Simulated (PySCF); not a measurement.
## A series of derivatives of C=CCC

Parent skeleton `[CH2:1]=[CH:2][CH2:3][CH3:4]`; one hydrogen on atom 4 is replaced by X. Hydrogens on one atom are averaged.

Rapidly exchanging positions averaged, non-relativistic Hamiltonian, single conformer, no solvent. NMR shieldings at PBE0/pcSseg-1/GIAO; geometry: GFN2-xTB; PySCF.

References, each an isolated molecule treated in the same way: ¹³C (σref 186.93) and ¹H (σref 31.72) against TMS.

Parent (X = H): C1 120.2, C2 150.2, C3 34.1, C4 17.4, H(C1) 5.29, H(C2) 6.15, H(C3) 2.13, H(C4) 1.06 ppm. Effects are Δδ = δ(X) − δ(H), positive for deshielding.

(1) Give Δδ (ppm) for X = CHF2, N=CH2, nPr, CH2F.

(2) Which position responds most, and to which substituents?

Results:

(1) 
```csv
X,SMILES,C1,C2,C3,C4,H(C1),H(C2),H(C3),H(C4)
CHF2,C=CCCC(F)F,+4.9,-4.5,-0.5,+19.4,+0.22,-0.15,+0.24,+0.81
N=CH2,C=CCCN=C,+1.1,-3.9,+5.7,+51.1,+0.02,-0.17,+0.45,+2.61
nPr,C=CCCCCC,-0.1,-1.2,+8.3,+19.7,-0.01,+0.06,-0.03,+0.26
CH2F,C=CCCCF,+0.9,-1.8,+3.9,+19.4,+0.07,+0.01,+0.20,+0.52
```

(2) C4: from +19.4 ppm with CHF2 to +51.1 ppm with N=CH2.
